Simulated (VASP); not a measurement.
# Si (Fd-3m) in VASP: notebook

Runs on Si. Level: PBE. Tasks: single point.

Program: VASP 6.6.1. These are calculated values, not measurements. Logs are shortened: lines on timing, memory, paths and dates and some standing lists are left out, and cuts for length are marked.

### 1 The undisturbed crystal

The structure is cubic, space group Fd-3m (No. 227). Conventional cell: a = 5.444 Å, b = 5.444 Å, c = 5.444 Å, α = 90.00°, β = 90.00°, γ = 90.00°. Around Si (site symmetry -43m) lie 4 Si at 2.36 Å.

### 2 Single point, PBE (grid = ENCUT=350 dk=0.6 cell=3x3x2 ISMEAR=0 SIGMA=0.05 LREAL=Auto EDIFF=1e-06)

INCAR

```
SYSTEM = Si
ALGO = Fast
EDIFF = 1E-6
ENCUT = 350
GGA = PE
ISIF = 2
ISMEAR = 0
KPAR = 2
LASPH = .TRUE.
LCHARG = .FALSE.
LREAL = Auto
LWAVE = .FALSE.
NBANDS = 84
NCORE = 1
NELM = 120
PREC = Accurate
SIGMA = 0.05
```

KPOINTS

```
k-points
0
G
  2 2 2
  0 0 0
```

POSCAR

```
Si
1.0
    0.0000000000      8.1655535595      8.1655535595
    8.1655535595      0.0000000000      8.1655535595
    5.4437023730      5.4437023730      0.0000000000
Si
36
Direct
    0.1666666667      0.1666666667      0.2500000000
    0.1666666667      0.1666666667      0.7500000000
    0.1666666667      0.5000000000      0.2500000000
    0.1666666667      0.5000000000      0.7500000000
    0.1666666667      0.8333333333      0.2500000000
    0.1666666667      0.8333333333      0.7500000000
    0.5000000000      0.1666666667      0.2500000000
    0.5000000000      0.1666666667      0.7500000000
    0.5000000000      0.5000000000      0.2500000000
    0.5000000000      0.5000000000      0.7500000000
    0.5000000000      0.8333333333      0.2500000000
    0.5000000000      0.8333333333      0.7500000000
    0.8333333333      0.1666666667      0.2500000000
    0.8333333333      0.1666666667      0.7500000000
    0.8333333333      0.5000000000      0.2500000000
    0.8333333333      0.5000000000      0.7500000000
    0.8333333333      0.8333333333      0.2500000000
    0.8333333333      0.8333333333      0.7500000000
    0.2500000000      0.2500000000      0.3750000000
    0.2500000000      0.2500000000      0.8750000000
    0.2500000000      0.5833333333      0.3750000000
    0.2500000000      0.5833333333      0.8750000000
    0.2500000000      0.9166666667      0.3750000000
    0.2500000000      0.9166666667      0.8750000000
    0.5833333333      0.2500000000      0.3750000000
    0.5833333333      0.2500000000      0.8750000000
    0.5833333333      0.5833333333      0.3750000000
    0.5833333333      0.5833333333      0.8750000000
    0.5833333333      0.9166666667      0.3750000000
    0.5833333333      0.9166666667      0.8750000000
    0.9166666667      0.2500000000      0.3750000000
    0.9166666667      0.2500000000      0.8750000000
    0.9166666667      0.5833333333      0.3750000000
    0.9166666667      0.5833333333      0.8750000000
    0.9166666667      0.9166666667      0.3750000000
    0.9166666667      0.9166666667      0.8750000000
```

Potentials or basis: VASP PAW PBE potentials, release 64 (Si).

Run with:

```
cat potpaw_PBE.64/Si/POTCAR > POTCAR
mpirun -np 4 vasp_std > vasp.out
```

OUTCAR:

```text
SYSTEM = Si
   EDIFF = 1E-6
   ENCUT = 350
   GGA = PE
   ISIF = 2
   ISMEAR = 0
   LASPH = .TRUE.
   LREAL = Auto
   NELM = 120
   PREC = Accurate

 Found      6 irreducible k-points:

 Following reciprocal coordinates:
            Coordinates               Weight
  0.000000  0.000000  0.000000      1.000000
  0.500000  0.000000  0.000000      2.000000
  0.500000  0.500000  0.000000      1.000000
  0.000000  0.000000  0.500000      1.000000
  0.500000  0.000000  0.500000      2.000000
  0.500000  0.500000  0.500000      1.000000
   k-points           NKPTS =      6   k-points in BZ     NKDIM =      6   number of bands    NBANDS=     84
   number of dos      NEDOS =    301   number of ions     NIONS =     36
   total plane-waves  NPLWV = 235200
   dimension x,y,z NGX =    70 NGY =   70 NGZ =   48
   dimension x,y,z NGXF=   140 NGYF=  140 NGZF=   96
   ions per type =              36
   NGX,Y,Z   is equivalent  to a cutoff of  10.08, 10.08, 10.37 a.u.
   NGXF,Y,Z  is equivalent  to a cutoff of  20.15, 20.15, 20.73 a.u.
 SYSTEM =  Si
   PREC   = accura    normal or accurate (medium, high low for compatibility)
   ISTART =      0    job   : 0-new  1-cont  2-samecut
   ICHARG =      2    charge: 1-file 2-atom 10-const
   ISPIN  =      1    spin polarized calculation?
   LNONCOLLINEAR =      F non collinear calculations
   LSORBIT =      F    spin-orbit coupling
   LASPH  =      T    aspherical Exc in radial PAW
   ENCUT  =  350.0 eV  25.72 Ry    5.07 a.u.  17.62 17.62 11.74*2*pi/ulx,y,z
   NELM   =    120;   NELMIN=  2; NELMDL= -5     # of ELM steps
   EDIFF  = 0.1E-05   stopping-criterion for ELM
   LREAL  =      T    real-space projection
   EDIFFG = 0.1E-04   stopping-criterion for IOM
   NSW    =      0    number of steps for IOM
   IBRION =     -1    ionic relax: 0-MD 1-quasi-New 2-CG
   NFREE  =      0    steps in history (QN), initial steepest desc. (CG)
   ISIF   =      2    stress and relaxation
   ISYM   =      2    0-nonsym 1-usesym 2-fastsym
   POTIM  = 0.5000    time-step for ionic-motion
   TEBEG  =    0.0;   TEEND  =   0.0 temperature during run
   PSTRESS=    0.0 pullay stress
   NELECT =     144.0000    total number of electrons
   NUPDOWN=      -1.0000    fix difference up-down
   EMIN   =  10.00;   EMAX   =-10.00  energy-range for DOS
   EFERMI =   0.00;   METHOD = LEGACY
   ISMEAR =     0;   SIGMA  =   0.05  broadening in eV -4-tet -1-fermi 0-gaus
   EFERMI_NEDOS =   21; number of points for ismear=-14 and -15
   IALGO  =     68    algorithm
   IMIX   =      4    mixing-type and parameters
     AMIX     =   0.40;   BMIX     =  1.00
     AMIX_MAG =   1.60;   BMIX_MAG =  1.00
  volume/ion in A,a.u.               =      20.16       136.08
  Fermi-wavevector in a.u.,A,eV,Ry     =   0.954766  1.804247 12.402783  0.911579
  Thomas-Fermi vector in A             =   2.083543
   LORBIT       =      0    0 simple, 1 ext, 2 COOP (PROOUT), +10 PAW based schemes
   GGA     = PE    functional components
   LHFCALC =     F    Hartree Fock is set to
   AEXX    =    0.0000 exact exchange contribution
   IVDW    =     0    specifies the selected vdW correction
   LEPSILON=     F    determine dielectric tensor
   LRPA    =     F    only Hartree local field effects (RPA)
 non-spin polarized calculation
 RMM-DIIS sequential band-by-band and
 Gauss-broadening in eV      SIGMA  =   0.05
  energy-cutoff  :      350.00
  volume of cell :      725.93
 maximum number of plane-waves:     10855
   NGX = 35   NGY = 35   NGZ = 23

 number of electron     143.9999994 magnetization

 Free energy of the ion-electron system (eV)
  ---------------------------------------------------
  ext. energy  EPLUGINS =         0.00000000
  ---------------------------------------------------
  free energy    TOTEN  =      -194.42641329 eV

  energy without entropy =     -194.42641329  energy(sigma->0) =     -194.42641329

 E-fermi :   6.0162     XC(G=0):  -9.3741

 val. band max:        5.7679392923   @ k =   0.0000   0.0000   0.0000
 cond. band min:       6.4860254453   @ k =   0.5000   0.5000   0.0000
 fundamental gap:      0.7180861530
 Fermi energy:         6.0161850788

 k-point     1 :       0.0000    0.0000    0.0000
  band No.  band energies     occupation
      1      -6.1457      2.00000
      2      -4.7779      2.00000
      3      -4.7779      2.00000
      4      -4.7779      2.00000
      5      -4.7779      2.00000
      6      -4.2528      2.00000
[... 76 lines left out ...]
     83       7.5036      0.00000
     84       7.5043      0.00000

 k-point     2 :       0.5000    0.0000    0.0000
  band No.  band energies     occupation
      1      -5.7867      2.00000
      2      -5.7867      2.00000
      3      -4.8542      2.00000
      4      -4.8542      2.00000
      5      -4.0542      2.00000
      6      -4.0542      2.00000
[... 76 lines left out ...]
     83       7.8140      0.00000
     84       8.1012      0.00000

 k-point     3 :       0.5000    0.5000    0.0000
  band No.  band energies     occupation
      1      -5.6644      2.00000
      2      -5.6644      2.00000
      3      -5.2022      2.00000
      4      -5.2021      2.00000
      5      -4.0532      2.00000
      6      -4.0532      2.00000
[... 76 lines left out ...]
     83       7.8032      0.00000
     84       7.8033      0.00000

 k-point     4 :       0.0000    0.0000    0.5000
  band No.  band energies     occupation
      1      -5.3508      2.00000
      2      -5.3508      2.00000
      3      -4.9009      2.00000
      4      -4.9009      2.00000
      5      -4.6363      2.00000
      6      -4.6363      2.00000
[... 76 lines left out ...]
     83       7.8344      0.00000
     84       7.9004      0.00000

 k-point     5 :       0.5000    0.0000    0.5000
  band No.  band energies     occupation
      1      -5.3392      2.00000
      2      -5.3392      2.00000
      3      -5.1143      2.00000
      4      -5.1143      2.00000
      5      -4.6735      2.00000
      6      -4.6735      2.00000
[... 76 lines left out ...]
     83       8.5371      0.00000
     84       8.7289      0.00000

 k-point     6 :       0.5000    0.5000    0.5000
  band No.  band energies     occupation
      1      -5.5797      2.00000
      2      -5.5797      2.00000
      3      -4.4313      2.00000
      4      -4.4313      2.00000
      5      -4.4313      2.00000
      6      -4.4313      2.00000
[... 76 lines left out ...]
     83       8.7445      0.00000
     84       8.7687      0.00000

------------------------ aborting loop because EDIFF is reached ----------------------------------------

  FORCE on cell =-STRESS in cart. coord.  units (eV):
  Direction    XX          YY          ZZ          XY          YZ          ZX
  --------------------------------------------------------------------------------------
  -------------------------------------------------------------------------------------
  Total        7.0801318      7.0801318      3.8462594      2.1196799      0.3323761      0.3323761
  in kB       15.6263048     15.6263048      8.4889411      4.6782694      0.7335754      0.7335753
  external PRESSURE =      13.2471836 kB  Pullay stress =       0.0000000 kB

 VOLUME and BASIS-vectors are now :
 -----------------------------------------------------------------------------
  energy-cutoff  :      350.00
  volume of cell :      725.93
      direct lattice vectors                 reciprocal lattice vectors
     0.000000000  8.165553559  8.165553559    -0.061232836  0.061232836  0.061232836
     8.165553559  0.000000000  8.165553559     0.061232836 -0.061232836  0.061232836
     5.443702373  5.443702373  0.000000000     0.091849254  0.091849254 -0.091849254

 POSITION                                       TOTAL-FORCE (eV/Angst)
 -----------------------------------------------------------------------------------
      2.72185      2.72185      2.72185         0.001401      0.001401     -0.003290
      5.44370      5.44370      2.72185         0.001401      0.001401     -0.003290
      5.44370      2.72185      5.44370         0.001401      0.001401     -0.003290
      8.16555      5.44370      5.44370         0.001401      0.001401     -0.003290
      8.16555      2.72185      8.16555         0.001401      0.001401     -0.003290
     10.88740      5.44370      8.16555         0.001401      0.001401     -0.003290
[... 28 lines left out ...]
      9.52648      9.52648     14.97018        -0.001401     -0.001401      0.003290
     12.24833     12.24833     14.97018        -0.001401     -0.001401      0.003290
 -----------------------------------------------------------------------------------
    total drift:                                0.000000      0.000000      0.000001

  FREE ENERGIE OF THE ION-ELECTRON SYSTEM (eV)
  ---------------------------------------------------
  free  energy   TOTEN  =      -194.4264132878 eV

  energy  without entropy=     -194.4264132878  energy(sigma->0) =     -194.42641329
```

stdout:

```text
POSCAR found type information on POSCAR Si
 POSCAR found :  1 types and      36 ions
 scaLAPACK will be used
 LDA part: xc-table for (Slater+PW92), standard interpolation
 POSCAR, INCAR and KPOINTS ok, starting setup
 FFT: planning ... GRIDC
 FFT: planning ... GRID_SOFT
 FFT: planning ... GRID
 WAVECAR not read
 entering main loop
```

It took 1.7 min on 4 MPI ranks of Intel Xeon Platinum 8559C (Emerald Rapids), shared host; peak memory 0.39 GiB.

These settings aren't checked as converged: the numbers below hold their error.

What came out:

| Property | Result |
| --- | --- |
| Free energy | -194.4264 eV |
| Pressure | 1.3 GPa |
| Band gap on the k mesh | 0.72 eV |

Caveat: the k mesh is coarse (spacing up to 0.50 Å⁻¹), so the values aren't converged; the result breaks the symmetry of the cell; the real-space grid breaks the cell's symmetry a little.

### 3 Single point, PBE (grid = ENCUT=300 dk=0.45 cell=3x3x2 ISMEAR=0 SIGMA=0.05 LREAL=Auto EDIFF=1e-06)

Changes to INCAR since step 2:

```diff
@@ -3,3 +3,3 @@
 EDIFF = 1E-6
-ENCUT = 350
+ENCUT = 300
 GGA = PE
```

KPOINTS

```
k-points
0
G
  2 2 3
  0 0 0
```

POSCAR is that of step 2.

Potentials or basis: VASP PAW PBE potentials, release 64 (Si).

Run with:

```
cat potpaw_PBE.64/Si/POTCAR > POTCAR
mpirun -np 4 vasp_std > vasp.out
```

Wall time 81 s (4 MPI ranks of Intel Xeon Platinum 8559C (Emerald Rapids), shared host); peak memory 0.37 GiB.

These settings aren't checked as converged: the numbers below hold their error.

Results:

```yaml
Free_energy: -194.7333 eV
Pressure: 1.2 GPa
Band_gap_on_the_k_mesh: 0.73 eV
```

Caveat: the cutoff is under 1.25 times the usual one of these potentials, so pressure, stress and relaxed cells hold a basis-set (Pulay) error; an odd mesh through Γ misses points on the zone boundary, where band edges often lie.

### 4 Single point, PBE (grid = ENCUT=350 dk=0.45 cell=3x3x2 ISMEAR=0 SIGMA=0.05 LREAL=False EDIFF=1e-06)

Changes to INCAR since step 3:

```diff
@@ -3,3 +3,3 @@
 EDIFF = 1E-6
-ENCUT = 300
+ENCUT = 350
 GGA = PE
@@ -10,3 +10,3 @@
 LCHARG = .FALSE.
-LREAL = Auto
+LREAL = .FALSE.
 LWAVE = .FALSE.
```

KPOINTS is that of step 3.

POSCAR is that of step 3.

Run with:

```
cat potpaw_PBE.64/Si/POTCAR > POTCAR
mpirun -np 4 vasp_std > vasp.out
```

Wall time 1.7 min (4 MPI ranks of Intel Xeon Platinum 8559C (Emerald Rapids), shared host); peak memory 0.39 GiB.

These settings aren't checked as converged: the numbers below hold their error.

Results:

```
Free energy            : -194.7938 eV
Pressure               : 1.3 GPa
Band gap on the k mesh : 0.72 eV
```

Caveat: an odd mesh through Γ misses points on the zone boundary, where band edges often lie.

### 5 Single point, PBE (grid = ENCUT=350 dk=0.45 cell=3x3x2 ISMEAR=0 SIGMA=0.02 LREAL=Auto EDIFF=1e-06)

Changes to INCAR since step 4:

```diff
@@ -10,3 +10,3 @@
 LCHARG = .FALSE.
-LREAL = .FALSE.
+LREAL = Auto
 LWAVE = .FALSE.
@@ -16,2 +16,2 @@
 PREC = Accurate
-SIGMA = 0.05
+SIGMA = 0.02
```

KPOINTS is that of step 4.

POSCAR is that of step 4.

Run with:

```
cat potpaw_PBE.64/Si/POTCAR > POTCAR
mpirun -np 4 vasp_std > vasp.out
```

Wall time 87 s (4 MPI ranks of Intel Xeon Platinum 8559C (Emerald Rapids), shared host); peak memory 0.38 GiB.

These settings aren't checked as converged: the numbers below hold their error.

What came out:

* Free energy: -194.8049 eV
* Pressure: 1.3 GPa
* Band gap on the k mesh: 0.72 eV

Caveat: an odd mesh through Γ misses points on the zone boundary, where band edges often lie.

### 6 Single point, PBE (grid = ENCUT=400 dk=0.45 cell=3x3x2 ISMEAR=0 SIGMA=0.05 LREAL=Auto EDIFF=1e-06)

Changes to INCAR since step 5:

```diff
@@ -3,3 +3,3 @@
 EDIFF = 1E-6
-ENCUT = 350
+ENCUT = 400
 GGA = PE
@@ -16,2 +16,2 @@
 PREC = Accurate
-SIGMA = 0.02
+SIGMA = 0.05
```

KPOINTS is that of step 5.

POSCAR is that of step 5.

Potentials or basis: VASP PAW PBE potentials, release 64 (Si).

Run with:

```
cat potpaw_PBE.64/Si/POTCAR > POTCAR
mpirun -np 4 vasp_std > vasp.out
```

Wall time 2.5 min (4 MPI ranks of Intel Xeon Platinum 8559C (Emerald Rapids), shared host); peak memory 0.47 GiB.

The run converged, but some of its settings lie outside the range that counts as converged, so its numbers aren't taken as properties of the crystal.

Results:

* Free energy: -194.8447 eV
* Pressure: 1.3 GPa
* Band gap on the k mesh: 0.72 eV

Caveat: an odd mesh through Γ misses points on the zone boundary, where band edges often lie.

### 7 The reference run

An earlier run on the cell as given: functional PBE; potentials or basis VASP PAW PBE potentials, release 64 (Si); cutoff 520 eV; k mesh 8 × 8 × 8; occupations fermi-dirac, width 0.05 eV; no spin polarisation.

* Pressure: 1.3 GPa
* Band gap on the k mesh: 0.63 eV, indirect (least direct gap 2.56 eV)
